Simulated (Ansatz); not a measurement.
Pt: strain energy, fitted

Pt, Fm-3m, a = 3.940 Å. Ansatz: r2SCAN, PAW, 500 eV, Γ-centred 18×18×14 mesh on 2 atoms, Gaussian smearing 0.10 eV; no spin polarisation. Series: strain along c alone, the other axes held, atoms fixed by symmetry; x is the strain in per cent. The axes a, b, c are those of the computed cell (2.786, 2.786, 3.940 Å), along [1 1 0], [-1 1 0], [0 0 1] of the cell named above. y is the free energy over the unstrained cell, V0 = 15.293 Å³/atom.

```
x (%) y (meV/atom)
 -3.0             ?
 -2.0          6.45
 -1.0          1.58
  0.0          0.00
  1.0          1.52
  2.0          5.97
  3.0         13.19
```

Q: Fit y = c2 x² + c3 x³ to the other rows, turn c2 into a modulus, and predict the missing energy.

A: Least squares on the rows shown. y = 1.553 x² − 0.02933 x³. In eV per unit strain² c2 is 15.53; this is C33 with relaxed ions (E = ½ C33 V0 ε²): 2 × 15.53 × 160.2 / (15.293) = 325 GPa. At x = -3.0 the fit asked for gives 14.77 meV/atom. The run gave 14.87 meV/atom, so the fit is 0.10 meV/atom too low, a small miss on the scale of the series.

Spin–orbit coupling is left out, which can shift energies with elements as heavy as these.